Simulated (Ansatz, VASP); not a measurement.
Ca in VASP and in Ansatz

The input INCAR:

```
SYSTEM = Ca
  PREC = Accurate
  ENCUT = 520
  EDIFF = 1E-6
  ISMEAR = 0
  SIGMA = 0.15
  LREAL = .FALSE.
  LASPH = .TRUE.
  NELM = 60
  ALGO = Fast
  ISIF = 2
  LWAVE = .FALSE.
  LCHARG = .TRUE.
  GGA = PE
  LELF = .TRUE.
  LVHAR = .TRUE.
  NBANDS = 11
```

KPOINTS

```
regular mesh
0
G
  16 16 16
  0 0 0
```

File POSCAR:

```
Ca
1.0
   -2.2512000000      2.2512000000      2.2400000000
    2.2512000000     -2.2512000000      2.2400000000
    2.2512000000      2.2512000000     -2.2400000000
Ca
1
Direct
    0.0000000000      0.0000000000      0.0000000000
```

Input for Ansatz:

```yaml
crystal:
  lattice:
    - [-2.2512, 2.2512, 2.24]
    - [2.2512, -2.2512, 2.24]
    - [2.2512, 2.2512, -2.24]
  atoms:
    - { symbol: Ca, position: [0.0, 0.0, 0.0] }
basis:
  ecutwfc: 420
kpoints:
  mp_grid: { grid: [16, 16, 16] }
hamiltonian:
  xc: pbe
scf:
  occupations: { method: gaussian, width: 0.15 }
output:
  forces: true
  stress: true
  eigenvalues: true
```

Change from the starting cell: strain +0.0050 x Voigt [1, 1, 0, 0, 0, 0], atoms carried along.

Alike in both runs: task single point; functional PBE; k mesh 16 × 16 × 16; occupations gaussian, width 0.15 eV; no spin polarisation.

```csv
,VASP,Ansatz
version,VASP 6.6.1,Ansatz 0.2.0
potentials or method,"VASP PAW PBE potentials, release 64 (Ca_sv)","scalar-relativistic, plane waves, PAW"
plane-wave cutoff (eV),520,420
valence electrons in the cell,10,10
```

|  | VASP | Ansatz | Ansatz less VASP |
| --- | --- | --- | --- |
| gap on the k mesh at the Fermi level (eV) | none | none | - |
| pressure (GPa) | -1.1 | -1.1 | 0.00 |

A gap of «none» marks a metal or a gap that the smearing closes.
